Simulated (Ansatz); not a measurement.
An elastic constant from a strain scan in MgO

The calculation used Ansatz 0.2.0, DFT r2SCAN, scalar-relativistic, plane waves, PAW. The runs took a 500 eV cutoff, a Γ-centred 6×6×6 mesh and Gaussian smearing (0.05 eV). No spin polarisation. Energies are free energies at this smearing, counted from the undisturbed cell; pressure is positive in compression.

Reference structure (relaxed at this level; this form isn't the usual structure):

```
Mg O
1.0
     3.48410    0.00000    0.00000
    -1.74205    3.01732    0.00000
     0.00000    0.00000    4.18569
Mg O
2 2
Cartesian
  1.7421 1.0058 3.1393
  0.0000 2.0115 1.0464
  1.7421 1.0058 1.0464
  0.0000 2.0115 3.1393
```

The cell is strained by ε times the Voigt pattern (0, 0, 1, 0, 0, 0) (xx, yy, zz, yz, xz, xy; engineering shear) with fractional coordinates fixed. The cell holds 4 atoms in V0 = 44.00 Å³. The stress column is τ = (1/V0) dE/dε, got from the stress tensor σ (compression positive) at each point as −det(1 + εP) σ : P(1 + εP)⁻¹, with P the pattern as a tensor.

| ε | ΔE (meV/atom) | τ (GPa) |
| --- | --- | --- |
| -0.0200 | 4.087 | -6.195 |
| -0.0150 | 2.252 | -4.507 |
| -0.0100 | 0.979 | -2.915 |
| -0.0050 | 0.239 | -1.415 |
| 0.0000 | 0.000 | -0.003 |
| 0.0050 | 0.227 | 1.325 |
| 0.0100 | 0.899 | 2.573 |
| 0.0150 | 1.987 | 3.745 |
| 0.0175 | 2.675 | 4.305 |
| 0.0200 | ? | ? |

Question: Which combination of elastic constants does this scan measure, and how large is it?

Answer: For small ε, τ = τ0 + Kε with K = pᵀCp, which for this pattern is C33 in the Cartesian frame shown. The parabola through τ at ε = -0.0050, 0 and 0.0050 has slope K = 274 GPa at zero. The energies per cell, E = NΔE, of the same two points give K = 2[E(ε₊)/ε₊ − E(ε₋)/ε₋]/[(ε₊ − ε₋)V0] = 272 GPa, in agreement.

Question: Predict the withheld row at ε = 0.0200 from the harmonic law, and compare.

Answer: ΔE = V0(τ0 ε + Kε²/2)/N = 3.757 meV/atom and τ = 5.47 GPa. The calculation gives 3.458 meV/atom and 4.85 GPa: the energy lies 8 % below the harmonic value, as bonds soften when stretched.

Cost: 10 runs of about 0.63 core-minutes in all, on Arm Neoverse V2 (shared hosts).